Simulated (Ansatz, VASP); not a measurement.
Two plane-wave programs on SnO2

```
CELL_PARAMETERS angstrom
4.72329 0.00000 0.00000
0.00000 4.80081 0.00000
0.00000 0.00000 3.19710
ATOMIC_POSITIONS crystal
Sn 0.00000 0.00000 0.00000
Sn 0.50000 0.50000 0.50000
O 0.70815 0.67896 0.00000
O 0.20814 0.82104 0.50000
O 0.79185 0.17896 0.50000
O 0.29185 0.32104 0.00000
```

Change from the starting cell: volume scaled by 0.96.

Alike in both runs: task single point; functional PBE; k mesh 6 × 6 × 8; occupations fermi-dirac, width 0.05 eV; no spin polarisation.

|  | VASP | Ansatz |
| --- | --- | --- |
| version | VASP 6.6.1 | Ansatz 0.2.0 |
| potentials or method | VASP PAW PBE potentials, release 64 (Sn_d, O) | Ansatz PAW |
| plane-wave cutoff (eV) | 520 | 420 |
| valence electrons in the cell | 52 | 52 |

Ansatz gave:

```
gap on the k mesh at the Fermi level (eV)       : 1.21
least direct gap on the mesh (eV)               : 1.21
pressure (GPa)                                  : 7.5
largest component of the traceless stress (GPa) : 1.39
rms of the force components (eV/Å)              : 0.064
```

Estimate VASP's values.

gap on the k mesh at the Fermi level (eV): 1.20; least direct gap on the mesh (eV): 1.20; pressure (GPa): 8.2; largest component of the traceless stress (GPa): 1.61; rms of the force components (eV/Å): 0.072.

Atom by atom the forces differ by 0.009 eV/Å (rms over components). With one functional, cell and mesh, what is left measures potentials, basis and numerics.

Caveats: spin-orbit coupling is left out, which moves the levels of the heavy elements; the pressure holds a Pulay correction of +0.8 GPa for the finite cutoff (Ansatz).
